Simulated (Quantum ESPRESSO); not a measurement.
# Hf (P1) in Quantum ESPRESSO: single point with optB86b-vdW

Aim: the single point of Hf with optB86b-vdW.

Everything below comes from runs of Quantum ESPRESSO 7.5. Logs are shortened: lines on timing, memory, paths and dates and some standing lists are left out, and cuts for length are marked.

**1. The structure**

The typed cell holds 4 atoms: a = 3.228 Å, b = 5.463 Å, c = 5.955 Å, α = 117.37°, β = 104.92°, γ = 90.54°.

**2. Single point, optB86b-vdW**

pw.in reads:

```
&CONTROL
  calculation = 'scf'
  prefix = 'pwscf'
  outdir = './tmp'
  pseudo_dir = './pseudo'
  tprnfor = .true.
  tstress = .true.
  disk_io = 'low'
/
&SYSTEM
  ibrav = 0
  nat = 4
  ntyp = 1
  ecutwfc = 60
  nbnd = 33
  input_dft = 'vdw-df-ob86'
  occupations = 'tetrahedra_opt'
/
&ELECTRONS
  conv_thr = 8d-10
  electron_maxstep = 120
  mixing_beta = 0.5
/
ATOMIC_SPECIES
Hf   178.4900 Hf-sp.oncvpsp.upf
CELL_PARAMETERS bohr
  -6.0997678915   -0.0284884528   -0.0326755190
   0.0493434325   10.3239216040    0.0220349814
   2.9735131778   -5.1678451068   -9.5446273119
ATOMIC_POSITIONS bohr
Hf    -3.0818030072   -1.6752705280   -7.2078321392
Hf     0.0393019227    3.3455008994   -7.1767096565
Hf    -0.0185055655    6.8716746719   -2.3424216219
Hf    -3.0928158218    1.7132709942   -2.3835723764
K_POINTS automatic
9 6 5 1 1 1
```

pp_density.in reads:

```
&INPUTPP
  prefix = 'pwscf'
  outdir = './tmp'
  filplot = 'density.dat'
  plot_num = 0
/
&PLOT
  nfile = 1
  filepp(1) = 'density.dat'
  iflag = 3
  output_format = 6
  fileout = 'density.cube'
/
```

pp_potential.in reads:

```
&INPUTPP
  prefix = 'pwscf'
  outdir = './tmp'
  filplot = 'potential.dat'
  plot_num = 11
/
&PLOT
  nfile = 1
  filepp(1) = 'potential.dat'
  iflag = 3
  output_format = 6
  fileout = 'potential.cube'
/
```

pp_elf.in reads:

```
&INPUTPP
  prefix = 'pwscf'
  outdir = './tmp'
  filplot = 'elf.dat'
  plot_num = 8
/
&PLOT
  nfile = 1
  filepp(1) = 'elf.dat'
  iflag = 3
  output_format = 6
  fileout = 'elf.cube'
/
```

Potentials or basis: SSSP 1.3 efficiency PBE.

Started as:

```
> OMP_NUM_THREADS=1 pw.x -in pw.in > pw.out
> OMP_NUM_THREADS=1 pp.x -in pp_density.in > pp_density.out
> OMP_NUM_THREADS=1 pp.x -in pp_potential.in > pp_potential.out
> OMP_NUM_THREADS=1 pp.x -in pp_elf.in > pp_elf.out
```

pw.out:

```text
This program is part of the open-source Quantum ESPRESSO suite
     for quantum simulation of materials; please cite
         "P. Giannozzi et al., J. Phys.:Condens. Matter 21 395502 (2009);
         "P. Giannozzi et al., J. Phys.:Condens. Matter 29 465901 (2017);
         "P. Giannozzi et al., J. Chem. Phys. 152 154105 (2020);
     in publications or presentations arising from this work. More details at

     Message from routine iosys:
     BEWARE:  force calculation with tetrahedra (not recommanded)
     Message from routine iosys:
     BEWARE: stress calculation with tetrahedra (not recommanded)

     IMPORTANT: XC functional enforced from input :
     Exchange-correlation= VDW-DF-OB86
                           (   1   4  24   0   1   0   0)
     Any further DFT definition will be discarded
     Please, verify this is what you really want

     [opt_tetra]  Optimized tetrahedron method is used.

     G-vector sticks info
     --------------------
     sticks:   dense  smooth     PW     G-vecs:    dense   smooth      PW
     Sum        1205    1205    359                37739    37739    6073

     Using Slab Decomposition

     bravais-lattice index     =            0
     lattice parameter (alat)  =       6.0999  a.u.
     unit-cell volume          =     601.3604 (a.u.)^3
     number of atoms/cell      =            4
     number of atomic types    =            1
     number of electrons       =        48.00
     number of Kohn-Sham states=           33
     kinetic-energy cutoff     =      60.0000  Ry
     charge density cutoff     =     240.0000  Ry
     scf convergence threshold =      8.0E-10
     mixing beta               =       0.5000
     number of iterations used =            8  plain     mixing
     Exchange-correlation= VDW-DF-OB86
                           (   1   4  24   0   1   0   0)

     celldm(1)=   6.099922  celldm(2)=   0.000000  celldm(3)=   0.000000
     celldm(4)=   0.000000  celldm(5)=   0.000000  celldm(6)=   0.000000

     crystal axes: (cart. coord. in units of alat)
               a(1) = (  -0.999975  -0.004670  -0.005357 )
               a(2) = (   0.008089   1.692468   0.003612 )
               a(3) = (   0.487467  -0.847199  -1.564713 )

     reciprocal axes: (cart. coord. in units 2 pi/alat)
               b(1) = ( -0.998369  0.005442 -0.313976 )
               b(2) = ( -0.001045  0.591542 -0.320611 )
               b(3) = (  0.003415  0.001347 -0.638760 )

     PseudoPot. # 1 for Hf read from file:
     Hf-sp.oncvpsp.upf
     Pseudo is Norm-conserving + core correction, Zval = 12.0
     Generated using ONCVPSP code by D. R. Hamann
     Using radial grid of 1656 points,  8 beta functions with:
                l(1) =   0
                l(2) =   0
                l(3) =   1
                l(4) =   1
                l(5) =   2
                l(6) =   2
                l(7) =   3
                l(8) =   3

     atomic species   valence    mass     pseudopotential
     Hf               12.00   178.49000     Hf( 1.00)

     No symmetry found

   Cartesian axes

     site n.     atom                  positions (alat units)
         1        Hf     tau(   1) = (  -0.5052201  -0.2746380  -1.1816269  )
         2        Hf     tau(   2) = (   0.0064430   0.5484498  -1.1765248  )
         3        Hf     tau(   3) = (  -0.0030337   1.1265185  -0.3840085  )
         4        Hf     tau(   4) = (  -0.5070255   0.2808677  -0.3907546  )

     number of k points=   135 (tetrahedron method)

     Number of k-points >= 100: set verbosity='high' to print them.

     Dense  grid:    37739 G-vectors     FFT dimensions: (  32,  54,  60)

     Initial potential from superposition of free atoms

     starting charge      47.9926, renormalised to      48.0000

     %%%%%%%%%%%%%%%%%%%%%%%%%%%%%%%%%%%%%%%%%%%%%%%%%%%%%%%%%%%%%%%%%%%%%%%%
     %                                                                      %
     % You are using vdW-DF, which was implemented by the Thonhauser group. %
     % Please cite the following two papers that made this development      %
     % possible and the two reviews that describe the various versions:     %
     %                                                                      %
     %   T. Thonhauser et al., PRL 115, 136402 (2015).                      %
     %   T. Thonhauser et al., PRB 76, 125112 (2007).                       %
     %   K. Berland et al., Rep. Prog. Phys. 78, 066501 (2015).             %
     %   D.C. Langreth et al., J. Phys.: Condens. Matter 21, 084203 (2009). %
     %                                                                      %
     % If you are calculating stress with vdW-DF, please also cite:         %
     %                                                                      %
     %   R. Sabatini et al., J. Phys.: Condens. Matter 24, 424209 (2012).   %
     %                                                                      %
     %%%%%%%%%%%%%%%%%%%%%%%%%%%%%%%%%%%%%%%%%%%%%%%%%%%%%%%%%%%%%%%%%%%%%%%%

     %%%%%%%%%%%%%%%%%%%%%%%%%%%%%%%%%%%%%%%%%%%%%%%%%%%%%%%%%%%%%%%%%%%%%%%%
     %                                                                      %
     %  vdW-DF NEWS:                                                        %
     %                                                                      %
     %  * vdW-DF3 is now available. DOI: 10.1021/acs.jctc.0c00471           %
     %    use with input_dft = 'vdW-DF3-opt1' or 'vdW-DF3-opt2'             %
     %                                                                      %
     %  * Unscreened and range-separated hybrid vdW-DF-cx functionals       %
     %    DOI: 10.1063/1.4986522 and 10.1088/1361-648X/ac2ad2               %
     %    use with input_dft = 'vdW-DF-cx0'    and 'vdW-DF-ahcx'            %
     %  * Unscreened and range-separated hybrid vdW-DF2-b86r functionals    %
     %    DOI: 10.1063/1.4986522 and DOI: 10.1103/PhysRevX.12.041003        %
     %    use with input_dft = 'vdW-DF2-br0' and 'vdW-DF2-ahbr'             %
     %                                                                      %
     %%%%%%%%%%%%%%%%%%%%%%%%%%%%%%%%%%%%%%%%%%%%%%%%%%%%%%%%%%%%%%%%%%%%%%%%

     Starting wfcs are   40 randomized atomic wfcs

     Self-consistent Calculation

     iteration #  1     ecut=    60.00 Ry     beta= 0.50
     Davidson diagonalization with overlap
     ethr =  1.00E-02,  avg # of iterations =  2.5

     Threshold (ethr) on eigenvalues was too large:
     Diagonalizing with lowered threshold

     Davidson diagonalization with overlap
     ethr =  1.27E-04,  avg # of iterations =  4.7

     total energy              =    -451.43528001 Ry
     estimated scf accuracy    <       0.08110464 Ry

     iteration #  2     ecut=    60.00 Ry     beta= 0.50
     Davidson diagonalization with overlap
     ethr =  1.69E-04,  avg # of iterations =  2.0

     total energy              =    -451.43844197 Ry
     estimated scf accuracy    <       0.01200782 Ry

     iteration #  3     ecut=    60.00 Ry     beta= 0.50
     Davidson diagonalization with overlap
     ethr =  2.50E-05,  avg # of iterations =  2.9

     total energy              =    -451.43864264 Ry
     estimated scf accuracy    <       0.01158703 Ry

     iteration #  4     ecut=    60.00 Ry     beta= 0.50
     Davidson diagonalization with overlap
     ethr =  2.41E-05,  avg # of iterations =  2.0

     total energy              =    -451.44040383 Ry
     estimated scf accuracy    <       0.00355444 Ry

     iteration #  5     ecut=    60.00 Ry     beta= 0.50
     Davidson diagonalization with overlap
     c_bands:  1 eigenvalues not converged
     c_bands:  1 eigenvalues not converged
     ethr =  7.41E-06,  avg # of iterations =  3.3

     total energy              =    -451.44083208 Ry
     estimated scf accuracy    <       0.00043686 Ry

     iteration #  6     ecut=    60.00 Ry     beta= 0.50
     Davidson diagonalization with overlap
     c_bands:  1 eigenvalues not converged
     c_bands:  1 eigenvalues not converged
     c_bands:  1 eigenvalues not converged
     ethr =  9.10E-07,  avg # of iterations =  6.4

     total energy              =    -451.44090748 Ry
     estimated scf accuracy    <       0.00033471 Ry

     iteration #  7     ecut=    60.00 Ry     beta= 0.50
     Davidson diagonalization with overlap
     c_bands:  1 eigenvalues not converged
     ethr =  6.97E-07,  avg # of iterations =  1.3

     total energy              =    -451.44094810 Ry
     estimated scf accuracy    <       0.00000883 Ry

     iteration #  8     ecut=    60.00 Ry     beta= 0.50
     Davidson diagonalization with overlap
     ethr =  1.84E-08,  avg # of iterations =  5.5

     total energy              =    -451.44095105 Ry
     estimated scf accuracy    <       0.00000266 Ry

     iteration #  9     ecut=    60.00 Ry     beta= 0.50
     Davidson diagonalization with overlap
     ethr =  5.53E-09,  avg # of iterations =  2.0

     total energy              =    -451.44095155 Ry
     estimated scf accuracy    <       0.00000107 Ry

     iteration # 10     ecut=    60.00 Ry     beta= 0.50
     Davidson diagonalization with overlap
     ethr =  2.22E-09,  avg # of iterations =  2.0

     total energy              =    -451.44095160 Ry
     estimated scf accuracy    <       0.00000041 Ry

     iteration # 11     ecut=    60.00 Ry     beta= 0.50
     Davidson diagonalization with overlap
     ethr =  8.49E-10,  avg # of iterations =  2.0

     total energy              =    -451.44095166 Ry
     estimated scf accuracy    <          9.7E-09 Ry

     iteration # 12     ecut=    60.00 Ry     beta= 0.50
     Davidson diagonalization with overlap
     ethr =  2.01E-11,  avg # of iterations =  4.3

     total energy              =    -451.44095166 Ry
     estimated scf accuracy    <          1.2E-09 Ry

     iteration # 13     ecut=    60.00 Ry     beta= 0.50
     Davidson diagonalization with overlap
     ethr =  2.53E-12,  avg # of iterations =  2.4

     End of self-consistent calculation

     Number of k-points >= 100: set verbosity='high' to print the bands.

     the Fermi energy is    14.5998 ev

!    total energy              =    -451.44095166 Ry
     estimated scf accuracy    <          1.5E-10 Ry

     The total energy is the sum of the following terms:
     one-electron contribution =     -81.20594614 Ry
     hartree contribution      =      56.56618730 Ry
     xc contribution           =    -114.13357842 Ry
     ewald contribution        =    -312.66761440 Ry

     convergence has been achieved in  13 iterations

     Forces acting on atoms (cartesian axes, Ry/au):

     atom    1 type  1   force =    -0.00084749   -0.02011773    0.00387788
     atom    2 type  1   force =    -0.00708668    0.01604733    0.00127460
     atom    3 type  1   force =     0.00414155    0.00445237   -0.01089123
     atom    4 type  1   force =     0.00379262   -0.00038197    0.00573875

     Total force =     0.030543     Total SCF correction =     0.000047

     Computing stress (Cartesian axis) and pressure

          total   stress  (Ry/bohr**3)                   (kbar)     P=      -15.75
  -0.00021088  -0.00007788  -0.00003879          -31.02      -11.46       -5.71
  -0.00007788   0.00000130  -0.00001812          -11.46        0.19       -2.66
  -0.00003879  -0.00001812  -0.00011169           -5.71       -2.66      -16.43

=------------------------------------------------------------------------------=
   JOB DONE.
=------------------------------------------------------------------------------=
```

It took 12 min on 1 thread of Intel Xeon Platinum 8488C (Sapphire Rapids), shared host; peak memory 0.45 GiB.

What came out:

| Item | Value |
| --- | --- |
| Free energy | -6142.1671 eV |
| Pressure | -1.6 GPa |
| Largest force | 0.527 eV/Å |
| Band gap on the k mesh | none (metal or under the smearing width) |

Forces in eV/Å, atoms in the order of the input:
```
Hf  -0.022 -0.517  0.100
Hf  -0.182  0.413  0.033
Hf   0.106  0.114 -0.280
Hf   0.098 -0.010  0.148
```

Caveat: the potentials were made for another functional, which shifts forces and pressure. The run has no spin-orbit coupling, so splittings on Hf are missing.
